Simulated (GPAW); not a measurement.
# CuO (P-6m2) in GPAW: further runs, part 2 of 2

GPAW 26.7.0.

**4. Relaxation of cell and atoms, PBEint, target pressure 2 GPa, at which the enthalpy is minimised**

The input, run.py:

```python
from ase.filters import FrechetCellFilter
from ase.io import read, write
from ase.optimize import FIRE
from ase.units import GPa
from gpaw import GPAW, PW, setup_paths

setup_paths.insert(0, '.')

atoms = read('POSCAR')

calc = GPAW(mode=PW(800),
            xc='GGA_X_PBEINT+GGA_C_PBEINT',
            kpts={'size': (8, 8, 7), 'gamma': True},
            occupations={'name': 'fermi-dirac', 'width': 0.05},
            nbands=19,
            convergence={'density': 1e-06, 'energy': 1e-06, 'eigenstates': 1e-10},
            maxiter=150,
            txt='gpaw.txt')
atoms.calc = calc
opt = FIRE(FrechetCellFilter(atoms, scalar_pressure=2 * GPa), trajectory='relax.traj', logfile='-')
done = opt.run(fmax=0.02, steps=60)
calc.write('gs.gpw')
write('result.traj', atoms)
print('Converged:', done)
print('Cell:', atoms.cell.cellpar().round(4))
print('Volume:', round(atoms.get_volume(), 4))
print(atoms.get_scaled_positions().round(5))
```

The input, POSCAR:

```
CuO
1.0
    2.8363251093      0.0000000000      0.0000000000
   -1.4181625547      2.4563295981      0.0000000000
    0.0000000000      0.0000000000      2.7681127800
Cu O
1 1
Direct
    0.0000000000      0.0000000000      0.0000000000
    0.6666666667      0.3333333333      0.5000000000
```

Potentials or basis: PAW data sets generated in the run's folder for this functional, pw.

On the command line:

```console
> gpaw-setup -f GGA_X_PBEINT+GGA_C_PBEINT Cu O
> OMP_NUM_THREADS=1 python run.py
```

gpaw.txt:

```text
__  _  _
 | _ |_)|_||  |
 |__||  | ||/\| - 26.7.0

Input parameters:
  mode=PW(ecut=800.0),
  convergence={'density': 1e-06, 'energy': 1e-06, 'eigenstates': 1e-10},
  kpts=MonkhorstPack(size=(8, 8, 7), gamma=True),
  maxiter=150,
  nbands=19,
  occupations=Occupations(name='fermi-dirac', width=0.05),
  xc=XC(name='GGA_X_PBEINT+GGA_C_PBEINT')

Diagonalizing LCAO Hamiltonian
Converting LCAO to pw mode

           O

       Cu

Atoms  # Å, Bohr magnetons
|   | symbol |        x |        y |        z |    initial magnetic moments |
|---|--------|----------|----------|----------|-----------------------------|
| 0 |     Cu | 0.000000 | 0.000000 | 0.000000 | ( 0.0000,  0.0000,  0.0000) |
| 1 |      O | 1.418163 | 0.818777 | 1.384056 | ( 0.0000,  0.0000,  0.0000) |

Unit cell  # Å
| periodic |         x |        y |        z |  lengths |     angles |
|----------|-----------|----------|----------|----------|------------|
|      yes |  2.836325 | 0.000000 | 0.000000 | 2.836325 |  90.000000 |
|      yes | -1.418163 | 2.456330 | 0.000000 | 2.836325 |  90.000000 |
|      yes |  0.000000 | 0.000000 | 2.768113 | 2.768113 | 120.000000 |
[... 207 lines left out ...]
No gap
No difference between direct/indirect transitions

Stress tensor  # eV/Ang^3
|        x |        y |        z |
|----------|----------|----------|
| 0.008837 | 0.000000 | 0.000000 |
| 0.000000 | 0.008837 | 0.000000 |
| 0.000000 | 0.000000 | 0.071650 |

Forces  # eV/Ang
|        x |        y |       z |
|----------|----------|---------|
| -0.00000 | -0.00000 | 0.00000 |  # Cu   0
| -0.00000 | -0.00000 | 0.00000 |  # O    1
[... 5 lines left out ...]
       Cu

Atoms  # Å, Bohr magnetons
|   | symbol |         x |         y |        z |    initial magnetic moments |
|---|--------|-----------|-----------|----------|-----------------------------|
| 0 |     Cu | -0.000000 | -0.000000 | 0.000000 | ( 0.0000,  0.0000,  0.0000) |
| 1 |      O |  1.416706 |  0.817935 | 1.378454 | ( 0.0000,  0.0000,  0.0000) |

Unit cell  # Å
| periodic |         x |         y |        z |  lengths |     angles |
|----------|-----------|-----------|----------|----------|------------|
|      yes |  2.833411 | -0.000000 | 0.000000 | 2.833411 |  90.000000 |
|      yes | -1.416706 |  2.453806 | 0.000000 | 2.833411 |  90.000000 |
|      yes |  0.000000 |  0.000000 | 2.756907 | 2.756907 | 120.000000 |
[... 204 lines left out ...]
No gap
No difference between direct/indirect transitions

Stress tensor  # eV/Ang^3
|        x |        y |        z |
|----------|----------|----------|
| 0.003659 | 0.000000 | 0.000000 |
| 0.000000 | 0.003659 | 0.000000 |
| 0.000000 | 0.000000 | 0.061110 |

Forces  # eV/Ang
|        x |        y |       z |
|----------|----------|---------|
|  0.00000 |  0.00000 | 0.00000 |  # Cu   0
| -0.00000 | -0.00000 | 0.00000 |  # O    1
[... 224 lines left out ...]
No gap
No difference between direct/indirect transitions

Stress tensor  # eV/Ang^3
|         x |         y |        z |
|-----------|-----------|----------|
| -0.006163 | -0.000000 | 0.000000 |
| -0.000000 | -0.006163 | 0.000000 |
|  0.000000 |  0.000000 | 0.040753 |

Forces  # eV/Ang
|       x |        y |       z |
|---------|----------|---------|
| 0.00000 | -0.00000 | 0.00000 |  # Cu   0
| 0.00000 | -0.00000 | 0.00000 |  # O    1
[... 224 lines left out ...]
No gap
No difference between direct/indirect transitions

Stress tensor  # eV/Ang^3
|         x |         y |        z |
|-----------|-----------|----------|
| -0.019298 | -0.000000 | 0.000000 |
| -0.000000 | -0.019298 | 0.000000 |
|  0.000000 |  0.000000 | 0.012438 |

Forces  # eV/Ang
|       x |       y |       z |
|---------|---------|---------|
| 0.00000 | 0.00000 | 0.00000 |  # Cu   0
| 0.00000 | 0.00000 | 0.00000 |  # O    1
[... 4978 lines left out ...]
Forces  # eV/Ang
|        x |       y |       z |
|----------|---------|---------|
|  0.00000 | 0.00000 | 0.00000 |  # Cu   0
| -0.00000 | 0.00000 | 0.00000 |  # O    1

# Writing to gs.gpw (mode='')
```

stdout:

```text
Step          Energy          fmax
FIRE:    0       -9.483312        0.811261
FIRE:    1       -9.489775        0.705304
FIRE:    2       -9.498678        0.504543
FIRE:    3       -9.504762        0.232866
FIRE:    4       -9.504814        0.184599
FIRE:    5       -9.505029        0.178315
[... 17 lines left out ...]
FIRE:   23       -9.509144        0.027654
FIRE:   24       -9.509133        0.014863
Converged: True
Cell: [  2.8418   2.8418   2.6726  90.      90.     120.    ]
Volume: 18.692
[[0.      0.      0.     ]
 [0.66667 0.33333 0.5    ]]
```

It took 5.3 min on 1 thread of Arm Neoverse V1, shared host; peak memory 0.2 GiB.

What came out:

| Item | Value |
| --- | --- |
| Free energy | -9.7425 eV |
| Relaxed volume | 9.35 Å³/atom |
| Relaxed cell | a = 2.842 Å, b = 2.842 Å, c = 2.673 Å, α = 90.00°, β = 90.00°, γ = 120.00° |
| Space group after relaxing (to 0.05 Å) | P-6m2 (No. 187) |
| Energy change on relaxing (the enthalpy is what falls) | -9.4 meV/atom |
| Ionic steps | 25 |
| Pressure after relaxing | 2.0 GPa |
| Band gap on the k mesh | none (metal or under the smearing width) |

Stress tensor (GPa, compression positive):
```
2.20 0.00 0.00
0.00 2.20 0.00
0.00 0.00 1.75
```

Step by step:
```tsv
step	energy change (eV)	largest force (eV/Å)	pressure (GPa)	volume (Å³)
1	0.0000	0.0000	-4.77	19.29
2	-0.0050	0.0000	-3.65	19.17
3	-0.0114	0.0000	-1.52	18.95
4	-0.0142	0.0000	1.40	18.69
5	-0.0112	0.0000	4.51	18.43
6	-0.0116	0.0000	4.41	18.44
7	-0.0122	0.0000	4.19	18.46
8	-0.0132	0.0000	3.90	18.49
9	-0.0143	0.0000	3.52	18.53
10	-0.0155	0.0000	3.09	18.57
11	-0.0166	0.0000	2.62	18.62
12	-0.0177	0.0000	2.16	18.66
13	-0.0187	0.0000	1.71	18.71
14	-0.0195	0.0000	1.32	18.75
15	-0.0195	0.0000	1.33	18.75
16	-0.0195	0.0000	1.35	18.75
17	-0.0195	0.0000	1.39	18.75
18	-0.0194	0.0000	1.43	18.74
19	-0.0194	0.0000	1.49	18.74
20	-0.0193	0.0000	1.55	18.73
21	-0.0192	0.0000	1.62	18.73
22	-0.0191	0.0000	1.71	18.72
23	-0.0190	0.0000	1.81	18.71
24	-0.0188	0.0000	1.92	18.70
25	-0.0187	0.0000	2.05	18.69
```

Final structure:
```yaml
crystal:
  lattice:
    - [2.84184, 0.00000, 0.00000]
    - [-1.42092, 2.46111, 0.00000]
    - [0.00000, 0.00000, 2.67255]
  atoms:
    - { symbol: Cu, position: [0.00000, 0.00000, 0.00000] }
    - { symbol: O, position: [0.66667, 0.33333, 0.50000] }
```

Levels at points of the mesh, in eV from the Fermi level:
```tsv
k point	band 5	band 6	band 7	band 8	band 9	band 10	band 11	band 12	band 13	band 14
(0.00, 0.00, 0.00)	-2.47	-1.77	-1.77	-0.11	-0.11	1.19	15.46	16.19	16.19	19.70
(0.50, 0.50, 0.00)	-3.06	-1.88	-1.36	-1.25	0.34	6.08	9.00	15.52	17.33	18.50
```

Caveat: with this Cu data set, volumes or pressures lay over 1.5 % or 2 GPa off other programs in two to four cells of ten; later steps reuse the first step's grids; an odd number of electrons without spin polarisation forces a metal; a magnetic or distorted state may lie lower; the run has no spin polarisation, though such a crystal can be magnetic; semilocal functionals often make such compounds metallic where correlation or magnetic order opens a gap, which also shifts bond lengths.

**5. Summary**

| level | potentials or basis | cell | eigensolver | optimizer | fmax | max steps | target pressure | gap on the mesh (eV) | pressure (GPa) |
| --- | --- | --- | --- | --- | --- | --- | --- | --- | --- |
| BLYP+D3 | PAW data sets generated in the run's folder for this functional, pw | relaxed to 1 GPa | davidson | BFGS | 0.05 eV/Å | 100 | 1 GPa | none | 1.0 |
| LDA | the program's PAW data sets (release 1.2.1) made for this functional, pw | relaxed | - | BFGS | 0.01 eV/Å | 60 | - | none | -0.1 |
| PBEint | PAW data sets generated in the run's folder for this functional, pw | relaxed to 2 GPa | - | FIRE | 0.02 eV/Å | 60 | 2 GPa | none | 2.0 |

Alike in all rows: task relaxation of cell and atoms; no spin polarisation; k mesh 8 × 8 × 7; cutoff (eV) 800; smearing fermi-dirac 0.05 eV.

Caveats: with this Cu data set, volumes or pressures lay over 1.5 % or 2 GPa off other programs in two to four cells of ten; later steps reuse the first step's grids; an odd number of electrons without spin polarisation forces a metal; a magnetic or distorted state may lie lower; the run has no spin polarisation, though such a crystal can be magnetic; semilocal functionals often make such compounds metallic where correlation or magnetic order opens a gap, which also shifts bond lengths; pairwise dispersion overbinds metals, which lowers pressure and volume (some runs).

Absolute energies hang on the potentials; compare differences alone.
